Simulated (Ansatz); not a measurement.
# Co (P6_3/mmc) in Ansatz: equation of state

How stiff is Co in PBE, and what volume does it want? The cell is scaled to several volumes.

All numbers are computed with Ansatz 0.2.0; they aren't measurements. Logs are shortened: lines on timing, memory, paths and dates and some standing lists are left out, and cuts for length are marked.

### 1 The crystal as given

Symmetry: P6_3/mmc, No. 194, hexagonal system. Conventional cell: a = 2.472 Å, b = 2.472 Å, c = 4.021 Å, α = 90.00°, β = 90.00°, γ = 120.00°. Co (site symmetry -6m2) has 12 Co at 2.47 Å as nearest neighbours.

### 2 Single point, PBE, collinear spin, ferromagnetic start, 10.00 Å³/atom (volume scaled by 0.94)

File input.yaml:

```yaml
crystal:
  lattice:
    - [2.4215367659, 0.0, 0.0]
    - [-1.210768383, 2.0971123555, 0.0]
    - [0.0, 0.0, 3.9390568819]
  atoms:
    - { symbol: Co, position: [0.6666666667, 0.3333333333, 0.75], spin: 2.0 }
    - { symbol: Co, position: [0.3333333333, 0.6666666667, 0.25], spin: 2.0 }
hamiltonian:
  xc: pbe
  pseudopotentials: { kind: paw }
magnetization:
  spin_polarized: true
kpoints:
  mp_grid: { grid: [12, 12, 7] }
scf:
  occupations: { method: fermi_dirac, width: 0.05 }
output:
  forces: true
  stress: true
  eigenvalues: true
```

Potentials or basis: Ansatz PAW.

On the command line:

```console
$ ansatz run input.yaml --threads 1 --pin off --max-ram 2560MiB --backend cpu --events-out ev --progress --plain --runs-dir out
```

Output:

```text
Warning: RAYON_NUM_THREADS=1 ignored (pool sized by the plan → 1); use --threads N
Engine: ansatz 0.2.0, aarch64-unknown-linux-gnu
Pseudopotentials: kind: paw
Pseudopotential: Co, paw, valence charge 17, recommended cutoff 420 eV (normal), Co.paw.azcp
Functional definition: PBE
  parameter kappa = 0.804
  parameter beta = 0.06672455060314922
  exchange = pbe_x(kappa = kappa, mu = beta*pi^2/3)
  correlation = pbe_c(beta = beta)
Crystal: 2 atoms, lattice volume = 20.003 Å³
Basis set: ecut = 420 eV, 379 PW (Γ), exchange–correlation on 36×36×54 points (8 copies of the dense FFT grid, shifted against one another)
Bands: 23, of which v1, the nominal top of the filled ones, is band 17 counted from 1 (16 counted from 0)
Symmetry: 24 space group operations
Space group: P63/mmc (ITA 194), of the structure as read, at distance tolerance 2.7e-5 Å
Magnetic group: BNS 194.263 (UNI 1493), of the structure as read, at distance tolerance 2.7e-5 Å
k-points: 76 of 1008
Non-local potential: Co, projectors of the file, l = 0: 3, l = 1: 2, l = 2: 3, l = 3: 1
PAW form: soft (Blöchl's): semilocal exchange-correlation on the pseudo side does not see the compensation charge
PAW one-centre angular grid: Co, 590 points (default); XC on 64 Gauss nodes
Initial density: superposition of atomic densities (chi_scale 0.1, normalization cell)
Starting moments: Σ|m| = 4 μB on 2 of 2 sites
Initial wavefunctions: pseudopotential atomic-orbital guess
Functional: x = pbe(κ = 0.804, μ = 0.2195149727645171), c = pbe(β = 0.06672455060314922)
SCF iter   1: F=—  HF=-10251.442965 eV  |F-HF|=—  |Δ(HF+E_count)|=         —  Δρ=8.88e-2 (↑8.88e-2 ↓7.42e-2)  dr2=2.88e0  dr2_m=8.23e-2  M=3.218 μB ∫|m|=3.339 μB  β_m=0.30  ethr=3.10e-3  ⟨swp⟩=5.2  Hψ=13143  notcnv=0
Mixer restart at iter 1: flushing history
preconditioner: auto → none  [metal: Δε(μ)=0.003 eV  Ē_g=9.771 eV  σ=0.050 eV  W_gap=0.01  n_scr=2 (ndim 8)  ℏωp=35.2 eV  f_vac=0.000  D(μ)=2.26/eV (n_scr^D=34)  sad-step TF]
SCF iter   2: F=—  HF=-10250.557334 eV  |F-HF|=—  |Δ(HF+E_count)|=   8.86e-1  Δρ=2.87e-2 (↑1.61e-2 ↓2.87e-2)  dr2=2.05e-1  dr2_m=3.75e-2  M=3.327 μB ∫|m|=3.491 μB  β_m=0.34  ethr=3.10e-3  ⟨swp⟩=2.7  Hψ=6852  notcnv=0  defer=95
SCF iter   3: F=—  HF=-10251.209637 eV  |F-HF|=—  |Δ(HF+E_count)|=   6.52e-1  Δρ=1.60e-2 (↑1.60e-2 ↓1.11e-2)  dr2=2.56e-2  dr2_m=1.51e-2  M=3.264 μB ∫|m|=3.468 μB  β_m=0.48  ethr=6.02e-4  ⟨swp⟩=2.1  Hψ=4844  notcnv=0  defer=95
SCF iter   4: F=—  HF=-10251.848803 eV  |F-HF|=—  |Δ(HF+E_count)|=   6.39e-1  Δρ=1.40e-2 (↑1.29e-2 ↓1.40e-2)  dr2=6.19e-2  dr2_m=5.57e-3  M=3.169 μB ∫|m|=3.413 μB  β_m=0.74  ethr=7.53e-5  ⟨swp⟩=2.9  Hψ=6545  notcnv=0  defer=95
SCF iter   5: F=—  HF=-10252.178666 eV  |F-HF|=—  |Δ(HF+E_count)|=   3.30e-1  Δρ=7.01e-3 (↑4.68e-3 ↓7.01e-3)  dr2=1.45e-2  dr2_m=7.48e-4  M=3.078 μB ∫|m|=3.354 μB  β_m=0.85  ethr=7.53e-5  ⟨swp⟩=2.4  Hψ=7281  notcnv=0  defer=82
SCF iter   6: F=—  HF=-10252.200965 eV  |F-HF|=—  |Δ(HF+E_count)|=   2.23e-2  Δρ=1.11e-3 (↑1.11e-3 ↓3.15e-4)  dr2=1.14e-4  dr2_m=6.31e-5  M=3.047 μB ∫|m|=3.333 μB  β_m=0.93  ethr=4.26e-5  ⟨swp⟩=2.4  Hψ=6677  notcnv=0  defer=67
SCF iter   7: F=—  HF=-10252.201235 eV  |F-HF|=—  |Δ(HF+E_count)|=   2.70e-4  Δρ=3.56e-4 (↑3.56e-4 ↓3.16e-4)  dr2=9.74e-7  dr2_m=2.00e-5  M=3.044 μB ∫|m|=3.331 μB  β_m=0.96  ethr=3.36e-7  ⟨swp⟩=1.7  Hψ=4331  notcnv=0  defer=63
SCF iter   8: F=—  HF=-10252.201247 eV  |F-HF|=—  |Δ(HF+E_count)|=   1.19e-5  Δρ=1.42e-4 (↑1.42e-4 ↓1.01e-4)  dr2=1.98e-7  dr2_m=2.67e-6  M=3.043 μB ∫|m|=3.330 μB  β_m=0.98  ethr=2.86e-9  ⟨swp⟩=2.2  Hψ=5907  notcnv=0  defer=63
SCF iter   9: F=—  HF=-10252.201247 eV  |F-HF|=—  |Δ(HF+E_count)|=   1.61e-7  Δρ=2.31e-5 (↑2.31e-5 ↓3.61e-6)  dr2=4.20e-8  dr2_m=2.85e-8  M=3.043 μB ∫|m|=3.330 μB  β_m=0.99  ethr=5.81e-10  ⟨swp⟩=2.0  Hψ=5123  notcnv=0  defer=63
SCF iter  10: F=-10252.201247 eV  HF=-10252.201247 eV  |F-HF|=1.55e-9  |Δ(HF+E_count)|=   6.93e-9  Δρ=2.66e-6 (↑1.56e-6 ↓2.66e-6)  dr2=1.98e-9  dr2_m=1.08e-10  M=3.043 μB ∫|m|=3.330 μB  ethr=1.23e-10  ⟨swp⟩=3.7  Hψ=11227  notcnv=0
SCF 1 converged in 10 iterations: F = -10252.201247 eV  dr2 = 1.98e-9
SCF converged after 10 iterations
Magnetization: 3.0434 μB (18.5217 up, 15.4783 down)
Absolute magnetization: 3.3317 μB (∫|ρ↑−ρ↓|, with the PAW one-centre terms)
Spin contamination: 0.0449 ħ² per cell (⟨S²⟩ above its minimum at these occupations)
Per-site moments (μB) at R_I (Å): [(1.5881999164138048, 0.9963096809807415), (1.588199916413805, 0.9963096809807415)]
Free energy (F): -10252.201247 eV
Harris-Foulkes:  -10252.201247 eV  (|F-HF|=1.55e-9)
Internal energy: -10252.186872 eV  (E = F + TS)
E sigma→0 (E₀):  -10252.194059 eV
Entropy (-TS):   -0.014375 eV (-7.187 meV/atom)
Fermi energy:    20.591636 eV
--- Per-component energies (eV) ---
  E_band       = -427.097932
  E_kinetic    = 912.804701
  E_local      = -5430.944208  (includes V_loc(G=0)·N_el)
  E_nonlocal   = 908.022452
  E_hartree    = 2287.205622
  E_xc         = -319.947892
  E_vxc        = -413.021401  (∫ρ·V_xc dr)
  E_paw        = -3030.897269  (= ΣΔE_a)
  E_vpaw       = -978.375134  (= ΣTr[D̂ρ^β])
  E_aug_tail   = 0.000242  (compensation charges beyond the density's cutoff)
  E_ewald      = -5578.430520
  E_smearing   = -0.014375  (= −TS)
  E_closure    = -0.000000  (closes the sum)
  Σ components = -10252.201247   (vs F -10252.201247, Δ=0.00e0)
--- Forces (eV/Å), atoms counted from 1 ---
  atom   1  Co    -0.00000000    -0.00000000     0.00000000
  atom   2  Co     0.00000000     0.00000000     0.00000000
  max |Σ_I F_I| component: 9.25e-18 eV/Å
--- Stress (GPa, compression-positive) ---
       21.807641       0.000000       0.000000
        0.000000      21.807641       0.000000
        0.000000       0.000000      18.915560
  P = ⅓ Tr σ = 20.8436 GPa (208.436 kbar)
--- Band table (eV; the first three rows and the last of 152) ---
  k-point 0 ↑: bands = ["-75.4916", "-75.4116", "-38.9391", "-38.5596", "-38.5596", "-38.5044", "-38.4987", "-38.4987", "11.0852", "15.0129", "17.8322", "17.8933", "17.8933", "18.2486", "18.2486", "18.6762", "18.6762", "19.9135", "19.9135", "20.3083", "27.5750", "43.1033", "46.3762"]
  k-point 1 ↑: bands = ["-75.4877", "-75.4156", "-38.9179", "-38.5566", "-38.5566", "-38.5263", "-38.5017", "-38.5017", "11.3026", "14.9693", "17.7723", "17.8387", "17.8387", "18.1871", "18.1871", "18.8127", "18.8127", "19.5592", "19.9004", "19.9004", "28.7365", "42.9722", "45.0271"]
  k-point 2 ↑: bands = ["-75.4766", "-75.4267", "-38.8585", "-38.5875", "-38.5481", "-38.5481", "-38.5102", "-38.5102", "11.9328", "14.7093", "17.6221", "17.7726", "17.7726", "18.0405", "18.0405", "18.2920", "19.1073", "19.1073", "19.8351", "19.8351", "31.3515", "41.3702", "43.5249"]
  k-point 75 ↓: bands = ["-73.4384", "-73.4384", "-36.9502", "-36.9502", "-36.8781", "-36.8470", "-36.6669", "-36.6669", "17.5639", "17.6591", "17.6936", "17.6936", "18.6197", "18.6197", "20.1944", "20.4862", "21.7571", "21.7571", "27.3948", "27.3948", "28.5368", "29.8384", "31.7807"]
```

It took 4.4 s on 1 thread of Arm Neoverse V2, shared host; peak memory 0.33 GiB.

What came out:

```yaml
Free_energy: -10252.2012 eV
Pressure: 20.8 GPa
Band_gap_on_the_k_mesh: none (metal or under the smearing width)
Net_moment: 3.04 μB per cell
Absolute_moment: 3.33 μB per cell
Site_moments: Co +1.59 μB
```

### 3 Single point, PBE, collinear spin, ferromagnetic start, 10.21 Å³/atom (volume scaled by 0.96)

input.yaml: that of step 2 with these lines changed.

```diff
@@ -2,5 +2,5 @@
   lattice:
-    - [2.4215367659, 0.0, 0.0]
-    - [-1.210768383, 2.0971123555, 0.0]
-    - [0.0, 0.0, 3.9390568819]
+    - [2.4385904036, 0.0, 0.0]
+    - [-1.2192952018, 2.1118812389, 0.0]
+    - [0.0, 0.0, 3.9667976331]
   atoms:
@@ -21 +21,5 @@
   eigenvalues: true
+  write_density: true
+  write_potential: true
+  elf: true
+  volumetric_format: npy
```

Potentials or basis: Ansatz PAW.

On the command line:

```console
$ ansatz run input.yaml --threads 1 --pin off --max-ram 2560MiB --backend cpu --events-out ev --progress --plain --runs-dir out
```

Run time: 5.4 s. Hardware: 1 thread of Arm Neoverse V2, shared host; peak memory 0.33 GiB.

Results (log left out):

| Property | Result |
| --- | --- |
| Free energy | -10252.2485 eV |
| Pressure | 14.9 GPa |
| Band gap on the k mesh | none (metal or under the smearing width) |
| Net moment | 3.10 μB per cell |
| Absolute moment | 3.40 μB per cell |
| Site moments | Co +1.62 μB |

### 4 Single point, PBE, collinear spin, ferromagnetic start, 10.43 Å³/atom (volume scaled by 0.98)

input.yaml: that of step 3 with these lines changed.

```diff
@@ -2,5 +2,5 @@
   lattice:
-    - [2.4385904036, 0.0, 0.0]
-    - [-1.2192952018, 2.1118812389, 0.0]
-    - [0.0, 0.0, 3.9667976331]
+    - [2.4554087999, 0.0, 0.0]
+    - [-1.2277044, 2.1264463974, 0.0]
+    - [0.0, 0.0, 3.9941557227]
   atoms:
@@ -21,5 +21 @@
   eigenvalues: true
-  write_density: true
-  write_potential: true
-  elf: true
-  volumetric_format: npy
```

On the command line:

```console
$ ansatz run input.yaml --threads 1 --pin off --max-ram 2560MiB --backend cpu --events-out ev --progress --plain --runs-dir out
```

Wall time 4.5 s (1 thread of Arm Neoverse V2, shared host); peak memory 0.33 GiB.

Results (log left out):

| Property | Result |
| --- | --- |
| Free energy | -10252.2808 eV |
| Pressure | 9.6 GPa |
| Band gap on the k mesh | none (metal or under the smearing width) |
| Net moment | 3.16 μB per cell |
| Absolute moment | 3.47 μB per cell |
| Site moments | Co +1.65 μB |

(Continued in part 2 of 2.)
